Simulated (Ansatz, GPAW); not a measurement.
Given: the input of a run of Ansatz 0.2.0 on CdS (Hawleyite). 

File input.yaml:

```yaml
crystal:
  lattice:
    - [0.0, 2.9165, 2.9165]
    - [2.9165, 0.0, 2.9165]
    - [2.9165, 2.9165, 0.0]
  atoms:
    - { symbol: Cd, position: [0.0, 0.0, 0.0] }
    - { symbol: S, position: [0.75, 0.75, 0.75] }
kpoints:
  mp_grid: { grid: [8, 8, 8] }
scf:
  occupations: { method: gaussian, width: 0.017 }
hamiltonian:
  xc: pbe
  pseudopotentials: { kind: all_electron, lapw: { basis_error: 0.001 } }
output:
  forces: true
  stress: true
  eigenvalues: true
```

Potentials or basis: all-electron LAPW, scalar-relativistic.

Run with:

```sh
$ ansatz run input.yaml --threads 1 --pin off --max-ram 3072MiB --backend cpu --events-out ev --progress --plain --runs-dir out
```

Task: Set up the same calculation for GPAW 26.7.0 (ASE script). Potentials or basis there: GPAW PAW data sets (gpaw-data 1.2.1), cutoff 600 eV.

Result: As run (cutoffs and basis follow the program's own potentials, and thresholds, step limits or extra output files can differ):

File run.py:

```python
from ase.dft.bandgap import bandgap
from ase.io import read, write
from ase.units import Bohr, GPa
from gpaw import GPAW, PW
from gpaw.elf import elf_from_dft_calculation

atoms = read('CdS.xyz')

calc = GPAW(mode=PW(600),
            xc='PBE',
            kpts={'size': (8, 8, 8), 'gamma': True},
            occupations={'name': 'methfessel-paxton', 'order': 0, 'width': 0.017},
            nbands=18,
            convergence={'density': 1e-05, 'energy': 1e-05},
            maxiter=150,
            txt='gpaw.txt')
atoms.calc = calc
energy = atoms.get_potential_energy()
forces = atoms.get_forces()
stress = atoms.get_stress()
calc.write('gs.gpw')
write('result.traj', atoms)
print(f'Energy: {energy:.6f} eV')
print('Forces (eV/A):')
print(forces.round(4))
print('Stress (GPa):', (stress / GPa).round(3))
print('Fermi level:', round(calc.get_fermi_level(), 4), 'eV')
print(f'Gap: {bandgap(calc)[0]:.4f} eV, direct: {bandgap(calc, direct=True)[0]:.4f} eV')

# fields on the real-space grid
write('density.cube', atoms, data=calc.get_pseudo_density() * Bohr**3)
write('potential.cube', atoms, data=calc.get_electrostatic_potential())
write('elf.cube', atoms, data=elf_from_dft_calculation(calc).data)
```

CdS.xyz

```xyz
2
Lattice="0.0000000000 2.9165000000 2.9165000000 2.9165000000 0.0000000000 2.9165000000 2.9165000000 2.9165000000 0.0000000000" Properties=species:S:1:pos:R:3 pbc="T T T"
Cd     0.0000000000      0.0000000000      0.0000000000
S      4.3747500000      4.3747500000      4.3747500000
```

Potentials or basis: GPAW PAW data sets (gpaw-data 1.2.1), pw.

The run is started by

```bash
$ OMP_NUM_THREADS=1 python run.py
```

Both were run:

|  | Ansatz | GPAW |
| --- | --- | --- |
| Pressure | 2.9 GPa | 2.6 GPa |

Where Ansatz's input types no cutoff or centring, it takes its own default and a Γ-centred mesh.

Pressure is positive in compression.
